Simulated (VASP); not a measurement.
# BaTiO3 (P4mm) in VASP: elastic constants with PBEsol

Aim: the elastic constants of BaTiO3 with PBEsol.

Program: VASP 6.6.1. These are calculated values, not measurements. Logs are shortened: lines on timing, memory, paths and dates and some standing lists are left out, and cuts for length are marked.

## Step 1: Starting point

The structure is tetragonal, space group P4mm (No. 99). The conventional cell has a = 3.967 Å, b = 3.967 Å, c = 4.066 Å, α = 90.00°, β = 90.00°, γ = 90.00°. Ba (site symmetry 4mm) has 12 O at 2.79 to 2.89 Å as nearest neighbours. Ti (site symmetry 4mm) has 5 O at 1.84 to 1.99 Å as nearest neighbours. Around O (site symmetry 4mm) lie 1 Ti at 1.84 Å. O (site symmetry 2mm) has 2 Ti at 1.99 Å as nearest neighbours.

## Step 2: Elastic constants, PBEsol

Input file POSCAR:

```
BaTiO3
1.0
    3.9671433919      0.0000000000      0.0000000000
    0.0000000000      3.9671433919     -0.0000000000
    0.0000000000      0.0000000000      4.0656694873
  Ba              Ti              O
     1     1     3
Direct
     0.0000000000000000    1.0000000000000000    0.9986017990225708
     0.5000000000000000    0.5000000000000000    0.4819255852252555
     0.5000000000000000    0.5000000000000000    0.0291004915946275
     0.5000000000000000    0.0000000000000000    0.5166860620787762
     0.0000000000000000    0.5000000000000000    0.5166860620787762
```

Input file INCAR.step1:

```
SYSTEM = BaTiO3
ALGO = Normal
EDIFF = 1E-8
EDIFFG = -0.002
ENCUT = 600
GGA = PS
IBRION = 2
ISIF = 3
ISMEAR = 0
KPAR = 2
LASPH = .True.
LCHARG = .False.
LREAL = .False.
LWAVE = .False.
NELM = 80
NSW = 40
PREC = Accurate
SIGMA = 0.03
```

Input file INCAR.step2:

```
SYSTEM = BaTiO3
ALGO = Normal
EDIFF = 1E-8
ENCUT = 600
GGA = PS
IBRION = 6
ISIF = 3
ISMEAR = 0
KPAR = 2
LASPH = .True.
LCHARG = .False.
LEPSILON = .True.
LREAL = .False.
LWAVE = .False.
NELM = 80
NFREE = 2
NSW = 1
POTIM = 0.015
PREC = Accurate
SIGMA = 0.03
```

Input file KPOINTS:

```
k-points
0
Monkhorst
  10 10 10
  0 0 0
```

Potentials or basis: VASP PAW PBE potentials, release 64 (Ba_sv, Ti_sv, O).

Launch:

```sh
> cat potpaw_PBE.64/Ba_sv/POTCAR potpaw_PBE.64/Ti_sv/POTCAR potpaw_PBE.64/O/POTCAR > POTCAR
> cp INCAR.step1 INCAR
> mpirun -np 2 vasp_std > vasp.out
> cp CONTCAR POSCAR
> cp INCAR.step2 INCAR
> mpirun -np 2 vasp_std > vasp.out
```

OUTCAR:

```text
SYSTEM = BaTiO3
   EDIFF = 1E-8
   ENCUT = 600
   GGA = PS
   IBRION = 6
   ISIF = 3
   ISMEAR = 0
   LASPH = .True.
   LEPSILON = .True.
   LREAL = .False.
   NELM = 80
   NFREE = 2
   NSW = 1
   POTIM = 0.015
   PREC = Accurate

 ion  position               nearest neighbor table
   1  0.000  0.000  0.999-   4 2.79   5 2.79   5 2.79   4 2.79   3 2.81   3 2.81   3 2.81   3 2.81
                             4 2.89   5 2.89   5 2.89   4 2.89   2 3.42   2 3.42   2 3.42   2 3.42
   2  0.500  0.500  0.482-   3 1.84   4 1.99   5 1.99   4 1.99   5 1.99   3 2.22   1 3.42   1 3.42
                             1 3.42   1 3.42   1 3.50   1 3.50   1 3.50   1 3.50
   3  0.500  0.500  0.029-   2 1.84   2 2.22   1 2.81   1 2.81   1 2.81   1 2.81
   4  0.500  0.000  0.517-   2 1.99   2 1.99   1 2.79   1 2.79   1 2.89   1 2.89
   5  0.000  0.500  0.517-   2 1.99   2 1.99   1 2.79   1 2.79   1 2.89   1 2.89

  LATTYP: Found a simple tetragonal cell.
 ALAT       =     3.9668919048
 C/A-ratio  =     1.0248971392

  Lattice vectors:

 A1 = (   3.9668919048,   0.0000000000,   0.0000000000)
 A2 = (   0.0000000000,   3.9668919048,   0.0000000000)
 A3 = (   0.0000000000,   0.0000000000,   4.0656561646)

Analysis of symmetry for initial positions (statically):
=====================================================================
 Subroutine PRICEL returns:
 Original cell was already a primitive cell.

 Routine SETGRP: Setting up the symmetry group for a
 simple tetragonal supercell.

 Subroutine GETGRP returns: Found  8 space group operations
 (whereof  8 operations were pure point group operations)
 out of a pool of 16 trial point group operations.

The static configuration has the point symmetry C_4v.

Analysis of symmetry for dynamics (positions and initial velocities):
=====================================================================
 Subroutine PRICEL returns:
 Original cell was already a primitive cell.

 Routine SETGRP: Setting up the symmetry group for a
 simple tetragonal supercell.

[... 1115 lines left out ...]

 INTERNAL STRAIN TENSORS FROM STRAINED CELLS
 ============================================

 INTERNAL STRAIN TENSOR FOR ION    1 for displacements in x,y,z  (eV/Angst):
          X           Y           Z          XY          YZ          ZX
  --------------------------------------------------------------------------------
  x     0.00000     0.00000     0.00000     0.00000     0.00000    -0.33886
  y     0.00000     0.00000    -0.00000     0.00000    -0.33732     0.00000
  z    -0.32059    -0.32045    -1.74102     0.00007     0.00001     0.00004

 INTERNAL STRAIN TENSORS FROM DISPLACED ATOMS
 ============================================

 INTERNAL STRAIN TENSOR FOR ION    1 for displacements in x,y,z  (eV/Angst):
          X           Y           Z          XY          YZ          ZX
  --------------------------------------------------------------------------------
  x     0.00000     0.00000     0.00000     0.00000     0.00000    -0.33766
  y     0.00000     0.00000     0.00000     0.00000    -0.33766     0.00000
  z    -0.32015    -0.32015    -1.73754     0.00000     0.00000     0.00000

 INTERNAL STRAIN TENSOR FOR ION    5 for displacements in x,y,z  (eV/Angst):
          X           Y           Z          XY          YZ          ZX
  --------------------------------------------------------------------------------
  x     0.00000     0.00000     0.00000     0.00000     0.00000    -0.62343
  y     0.00000     0.00000     0.00000     0.00000     1.31478     0.00000
  z    -3.17753     1.31829    -0.17608     0.00000     0.00000     0.00000

 Eigenvectors and eigenvalues of the dynamical matrix
 ----------------------------------------------------

   1 f  =   15.659862 THz    98.393817 2PiTHz  522.356779 cm-1    64.763957 meV
             X         Y         Z           dx          dy          dz
      0.000000  0.000000  4.059761    -0.000000   -0.000000    0.002282
      1.983446  1.983446  1.959406     0.000000    0.000000    0.131448
      1.983446  1.983446  0.118258    -0.000000   -0.000000   -0.879848
      1.983446  0.000000  2.100769    -0.000000    0.000000    0.322943
      0.000000  1.983446  2.100769     0.000000   -0.000000    0.322943
[... 105 lines left out ...]
  15 f/i=    3.551550 THz    22.315045 2PiTHz  118.466947 cm-1    14.688023 meV
             X         Y         Z           dx          dy          dz
      0.000000  0.000000  4.059761    -0.000542    0.005393   -0.000000
      1.983446  1.983446  1.959406    -0.068526    0.681875    0.000000
      1.983446  1.983446  0.118258     0.026738   -0.266062   -0.000000
      1.983446  0.000000  2.100769     0.037358   -0.562174   -0.000000
      0.000000  1.983446  2.100769     0.056496   -0.371740    0.000000

--------------------------------------------------------------------------------------------------------

 MACROSCOPIC STATIC DIELECTRIC TENSOR IONIC CONTRIBUTION
 ------------------------------------------------------
           0.676264     0.000000     0.000000
           0.000000     0.676264    -0.000000
           0.000000    -0.000000    20.208366
 ------------------------------------------------------

 ELASTIC MODULI CONTR FROM IONIC RELAXATION (kBar)
 Direction    XX          YY          ZZ          XY          YZ          ZX
 --------------------------------------------------------------------------------
 XX         -73.6617     28.7075   -160.0620      0.0000      0.0000      0.0000
 YY          28.7075    -73.6617   -160.0620      0.0000     -0.0000     -0.0000
 ZZ        -160.0620   -160.0620  -1669.6802      0.0000      0.0000     -0.0000
 XY           0.0000      0.0000      0.0000      0.0000      0.0000      0.0000
 YZ           0.0000     -0.0000      0.0000      0.0000    -12.6652      0.0000
 ZX           0.0000     -0.0000     -0.0000      0.0000      0.0000    -12.6651
 --------------------------------------------------------------------------------

 TOTAL ELASTIC MODULI (kBar)
 Direction    XX          YY          ZZ          XY          YZ          ZX
 --------------------------------------------------------------------------------
 XX        3007.2664   1127.4574    901.7194      0.0000      0.0000      0.0000
 YY        1127.4574   3007.2664    901.7194      0.0000     -0.0000     -0.0000
 ZZ         901.7194    901.7194   1378.3417      0.0000      0.0000     -0.0000
 XY           0.0000      0.0000      0.0000   1256.4735      0.0000      0.0000
 YZ           0.0000     -0.0000      0.0000      0.0000   1160.4731      0.0000
 ZX           0.0000     -0.0000     -0.0000      0.0000      0.0000   1160.4730
 --------------------------------------------------------------------------------

 PIEZOELECTRIC TENSOR IONIC CONTR  for field in x, y, z        (C/m^2)
          XX          YY          ZZ          XY          YZ          ZX
  --------------------------------------------------------------------------------
  x    -0.00000    -0.00000    -0.00000     0.00000     0.00000    -0.00442
  y     0.00000    -0.00000     0.00000     0.00000    -0.00442    -0.00000
  z    -0.33186    -0.33186    -4.68529     0.00000     0.00000    -0.00000
```

It took 58 min on 2 MPI ranks of Intel Xeon Platinum 8488C (Sapphire Rapids), shared host; peak memory 1.1 GiB.

What came out:

```
Electronic dielectric tensor (diagonal)                 : 6.47, 6.47, 5.70
Born charges (mean of the diagonal)                     : Ba +2.77; Ti +6.60; O -2.88, -3.24 e
Voigt bulk modulus                                      : 147 GPa
Highest phonon frequency at Γ, LO-TO splitting left out : 522 cm⁻¹
Most unstable mode                                      : 118i cm⁻¹
```

Phonon frequencies in cm⁻¹ (negative: imaginary):
| q point | frequencies |
| --- | --- |
| (0.000, 0.000, 0.000) | -118 -118 0 0 0 170 176 176 290 294 294 323 466 466 522 |

Elastic tensor in Voigt notation (GPa, in the Cartesian axes of the cell as first typed):
```
301 113  90   0   0   0
113 301  90   0   0   0
 90  90 138   0   0   0
  0   0   0 116   0   0
  0   0   0   0 116   0
  0   0   0   0   0 126
```

Electronic dielectric tensor:
```
6.47 0.00 0.00
0.00 6.47 0.00
0.00 0.00 5.70
```

Born effective charge tensors (e):
atom 1, Ba
```
2.73 0.00 0.00
0.00 2.73 0.00
0.00 0.00 2.83
```
atom 2, Ti
```
7.07 0.00 0.00
0.00 7.07 0.00
0.00 0.00 5.67
```
atom 3, O
```
-2.01  0.00  0.00
 0.00 -2.01  0.00
 0.00  0.00 -4.62
```
atom 4, O
```
-2.14  0.00  0.00
 0.00 -5.65  0.00
 0.00  0.00 -1.94
```
atom 5, O
```
-5.65  0.00  0.00
 0.00 -2.14  0.00
 0.00  0.00 -1.94
```

Clamped-ion elastic tensor (GPa):
```
308 110 106   0   0   0
110 308 106   0   0   0
106 106 305   0   0   0
  0   0   0 117   0   0
  0   0   0   0 117   0
  0   0   0   0   0 126
```

Caveat: some modes are imaginary; the PAW data sets were made with another functional, which shifts forces and pressure a little.
